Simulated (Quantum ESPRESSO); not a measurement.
# Rh under changes of volume

One of the cells (13.671 Å³/atom); the others are scaled copies at fixed shape and fractional positions:

```
Rh
1.0
     0.00000    1.89785    1.89785
     1.89785    0.00000    1.89785
     1.89785    1.89785    0.00000
Rh
1
Direct
  0.00000 0.00000 0.00000
```

| Property | Result |
| --- | --- |
| Program | Quantum ESPRESSO 7.5 |
| Functional | r2SCAN |
| Potentials or basis | SG15 PBE 1.2 |
| Cutoff | 952 eV |
| Density cutoff | 3810 eV |
| k mesh | 9 × 9 × 9 |
| Occupations | fermi-dirac, width 0.05 eV |
| Spin | no spin polarisation |

```csv
volume (Å³/atom),energy over the lowest point (meV/atom),pressure (GPa)
12.851,44.94,19.6
13.125,?,?
13.398,3.52,5.0
13.671,0.00,-1.0
13.945,6.21,-6.3
14.218,20.97,-11.0
14.492,43.33,-15.2
```

Problem. What does the run at 13.125 Å³/atom give?

Solution. Energy over the lowest point 18.03 meV/atom; pressure 11.9 GPa.

Worked out: A Birch-Murnaghan fit of order 3 (a polynomial in V^(-2/3)) to the other rows has its minimum at 13.63 Å³/atom with B0 = V·E''(V) = 289 GPa and B' = 5.2. It gives 17.97 meV/atom at 13.125 Å³/atom, against the run's 18.03, and -dE/dV = 12.0 GPa, against 11.9.

Energies are extrapolated to zero smearing.

Caveats: the potentials were made for another functional, which shifts forces and pressure.
